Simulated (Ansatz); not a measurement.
SiGe as one 4-atom ordering (Pmma) on the diamond lattice: a single-point calculation in the plane-wave code Ansatz (r2SCAN). The cell was relaxed with r2SCAN and then strained (biaxial +4.55 % in x and y, z held), with the atoms relaxed again with r2SCAN; k points keep the names of the unstrained zone.

Input (YAML):
```yaml
crystal:
  lattice:
    - [4.1038816542, 0.0, 0.0]
    - [0.0, 4.1094304018, 0.0]
    - [0.0, 0.0, 5.5368564586]
  atoms:
    - { symbol: Si, position: [0.75, 0.0, 0.8802966928] }
    - { symbol: Si, position: [0.25, 0.0, 0.1197033072] }
    - { symbol: Ge, position: [0.25, 0.5, 0.3692007595] }
    - { symbol: Ge, position: [0.75, 0.5, 0.6307992405] }
kpoints:
  mp_grid: { grid: [6, 6, 6] }
  band_path:
    path:
      - [0.0, 0.0, 0.0]
      - [0.5, 0.0, 0.0]
      - [0.5, 0.5, 0.0]
      - [0.0, 0.5, 0.0]
      - [0.0, 0.0, 0.5]
      - [0.5, 0.0, 0.5]
      - [0.5, 0.5, 0.5]
      - [0.0, 0.5, 0.5]
    npoints: 1
hamiltonian:
  xc: r2scan
scf:
  occupations: { method: fermi_dirac, width: 0.02 }
  n_extra_bands: 5
output:
  forces: true
  stress: true
  eigenvalues: true
  write_density: true
  write_potential: true
  elf: true
  volumetric_format: npy
```

Run as `ansatz run input.yaml --threads 4 --pin off --max-ram 3686MiB --backend cpu --events-out ev --progress --plain --runs-dir out`.

Main lines of the log:
```
Functional definition: r2SCAN
Crystal: 4 atoms, lattice volume = 93.377 Å³
Basis set: ecut = 500 eV, 2413 PW (Γ)
Bands: 23, of which v1, the nominal top of the filled ones, is band 18 counted from 1 (17 counted from 0)
Symmetry: 8 space group operations
Space group: Pmma (ITA 51)
k-points: 64 of 216
SCF iter   1: HF=-9883.680000 eV  Δρ=5.29e-3  dr2=2.85e-2
SCF iter   2: HF=-9883.688911 eV  Δρ=2.04e-3  dr2=4.14e-3
SCF iter   3: HF=-9883.688195 eV  Δρ=1.16e-3  dr2=1.04e-3
SCF iter   4: HF=-9883.687988 eV  Δρ=1.75e-4  dr2=3.57e-5
SCF iter   5: HF=-9883.687991 eV  Δρ=3.51e-5  dr2=1.53e-6
SCF iter   6: HF=-9883.687992 eV  Δρ=6.62e-6  dr2=6.09e-8
SCF 1 converged in 6 iterations: F = -9883.687992 eV  dr2 = 6.09e-8
SCF converged after 6 iterations
Free energy (F): -9883.687992 eV
Fermi energy:    6.574062 eV
--- Forces (eV/Å), atoms counted from 1 ---
  atom   1  Si      0.00000      0.00000    -0.00051
  atom   2  Si      0.00000      0.00000      0.00051
  atom   3  Ge      0.00000      0.00000      0.00207
  atom   4  Ge      0.00000      0.00000    -0.00207
--- Stress (GPa, compression-positive) ---
       -7.445454       0.000000       0.000000
        0.000000      -7.460121       0.000000
        0.000000       0.000000      -3.653247
  P = ⅓ Tr σ = -6.1863 GPa (-61.863 kbar)
--- Band table (eV; the first three rows and the last of 64) ---
  k-point 0: bands = […, -1.8927, 3.2039, 3.2166, 6.1720, 6.2271, 6.4336, 6.9973, 7.2184, 7.5388, 8.9279, …]
  k-point 1: bands = […, -0.6327, 3.3170, 3.3339, 5.3127, 5.7514, 5.8058, 6.8520, 7.6445, 8.6192, 8.6671, …]
  k-point 2: bands = […, 0.7433, 3.6413, 3.6806, 3.8175, 4.9733, 5.0465, 6.9242, 7.9054, 8.6511, 9.6977, …]
  k-point 63: bands = […, -1.6933, -1.6933, 2.6262, 2.6262, 2.6719, 2.6719, 11.1593, 11.1593, 11.3864, 11.3864, …]
```

The rows of the band table are 0: (0, 0, 0) = Γ, 1: (0, 0, 1/6), 2: (0, 0, 1/3), 63: (-1/2, -1/2, -1/2) = R.

bands.tsv, columns around the gap (it counts bands from 0):
```tsv
# k_distance	band_13	band_14	band_15	band_16	band_17	band_18	band_19	band_20	band_21
# fermi_ev = 6.574062
# [0, 0, 0] at k_distance = 0.000000
# [0.5, 0, 0] at k_distance = 0.765517
# [0.5, 0.5, 0] at k_distance = 1.530001
# [0, 0.5, 0] at k_distance = 2.295518
# [0, 0, 0.5] at k_distance = 3.247555
# [0.5, 0, 0.5] at k_distance = 4.013073
# [0.5, 0.5, 0.5] at k_distance = 4.777556
# [0, 0.5, 0.5] at k_distance = 5.543074
# levels_relative_to = fermi_ev
0.000	-3.370	-3.357	-0.402	-0.347	-0.140	0.423	0.644	0.965	2.354
0.766	-6.215	-3.690	-3.690	-1.887	-1.887	1.832	1.832	4.522	4.522
1.530	-8.396	-3.078	-3.078	-2.933	-2.933	0.625	0.625	1.250	1.250
2.296	-5.815	-3.781	-3.626	-2.159	-1.592	1.547	2.138	4.472	4.796
3.248	-3.915	-2.589	-2.376	-2.288	-2.042	0.525	1.012	2.867	3.038
4.013	-7.392	-1.769	-1.769	-1.347	-1.347	0.503	0.503	3.324	3.324
4.778	-8.267	-3.948	-3.948	-3.902	-3.902	4.585	4.585	4.812	4.812
5.543	-7.088	-2.081	-1.413	-1.395	-1.304	0.141	0.852	3.210	3.419
```
In order the rows are Γ, X, S, Y, Z, U, R, T.

Planar averages along the third cell vector, from rho_z.tsv and v_z.tsv (valence density with its augmentation; electrostatic potential energy of an electron, of which only differences have a meaning):
```
z (Å)  ρ (e/Å³)  v_es (eV)
 0.00     0.194       3.25
 0.25     0.183       2.55
 0.49     0.166       1.54
 0.74     0.161       1.38
 0.98     0.174       2.26
 1.23     0.200       3.32
 1.35     0.221       3.56
 1.60     0.348       3.32
 1.85     0.831       2.77
 2.09     1.135       2.62
 2.34     0.593       3.12
 2.58     0.274       3.79
 2.83     0.238       3.91
 3.08     0.378       3.49
 3.32     0.901       2.81
 3.57     1.102       2.61
 3.81     0.536       3.03
 4.06     0.260       3.55
 4.18     0.221       3.56
 4.43     0.186       2.86
 4.68     0.165       1.72
 4.92     0.161       1.32
 5.17     0.174       1.98
 5.41     0.191       3.05
```

With r2SCAN the valence top lies at Γ and the conduction bottom at T, 0.28 eV higher; the smallest vertical gap, at Γ, is 0.56 eV. Edges are sought over the mesh and the listed points. With the atoms held, the mean pressure is -6.19 GPa (compression positive).

(Calculated; spin-unpolarised; the phase may be known or hypothetical.)

Spin-orbit coupling is left out.
